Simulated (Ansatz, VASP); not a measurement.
## Au: VASP beside Ansatz

```
Au
1.0
     0.00000    2.06152    2.06152
     2.06152    0.00000    2.06152
     2.06152    2.06152    0.00000
Au
1
Direct
  0.00000 0.00000 0.00000
```

Alike in both runs: task single point; functional r2SCAN; k mesh 13 × 13 × 13; occupations fermi-dirac, width 0.03 eV; no spin polarisation.

|  | VASP | Ansatz |
| --- | --- | --- |
| version | VASP 6.6.1 | Ansatz 0.2.0 |
| potentials or method | VASP PAW PBE potentials, release 64 (Au) | plane waves (500 eV) with PAW, scalar-relativistic |
| plane-wave cutoff (eV) | 520 | 500 |
| valence electrons in the cell | 11 | 19 |

VASP gave:

```
pressure (GPa) : 0.1
```

**Question.** Which values does Ansatz return?

**Answer.** Pressure (GPa): -0.2.

The functional is the same, so the differences come from potentials, cutoffs and numerics. The two sets of potentials don't hold the same shells in valence.

Caveats: the PAW data sets were made with another functional, which shifts forces and pressure a little (VASP). The runs have no spin-orbit coupling, so splittings on Au are missing.
